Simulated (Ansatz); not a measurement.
A (101) slab of C (R-3m (No. 166)), 12 planes, outer planes C (top) and C (bottom), with 12 atoms (C12) in a surface cell of A = 9.018 Å², as cut from the bulk:

```xyz
12
Lattice="2.4589 0.0000 0.0000 -1.2295 3.6674 0.0000 0.0000 0.0000 26.1424" Properties=species:S:1:pos:R:3 pbc="T T T"
C     1.2295    2.1769    7.5000
C     0.0000    2.3149    8.1963
C     0.0000    2.5891    9.5892
C     1.2295    2.7270   10.2855
C     1.2295    3.0012   11.6784
C     0.0000    3.1392   12.3747
C     0.0000    3.4134   13.7676
C     1.2295    3.5513   14.4639
C     0.0000    0.1581   15.8568
C     1.2295    0.2960   16.5531
C     1.2295    0.5702   17.9461
C     0.0000    0.7082   18.6424
```

All numbers below come from DFT PBEsol, scalar-relativistic, plane waves, PAW (Ansatz). Plane waves to 420 eV, a k mesh through Γ of 15×10×1 on the computed 12-atom cell and Gaussian smearing (0.05 eV); no spin polarisation.

Against the same 12 atoms in the bulk, the slab as cut lies 7.031 eV higher and the relaxed slab 6.814 eV higher.

Question: Work out the surface energy before and after relaxation.

Answer: The slab has two faces, so γ = (E_slab − N·E_bulk)/(2A), the mean of both. As cut: 7.031/(2 × 9.018) = 0.3898 eV/Å², and 1 eV/Å² = 16.02 J/m², so γ = 6.25 J/m². Relaxed: 6.814/(2 × 9.018) = 0.3778 eV/Å² = 6.05 J/m². Relaxation recovers 3 % of the cost of cutting.

Question: What is the ideal work of this cut, per area?

Answer: Griffith's ideal work is 2γ: 12.49 J/m² if the new faces stay rigid, 12.10 J/m² if they relax. Other cuts parallel to this plane can cost less. One thickness was run, 12 planes, so γ can still shift with it.

The smearing is narrow for a metal on this mesh.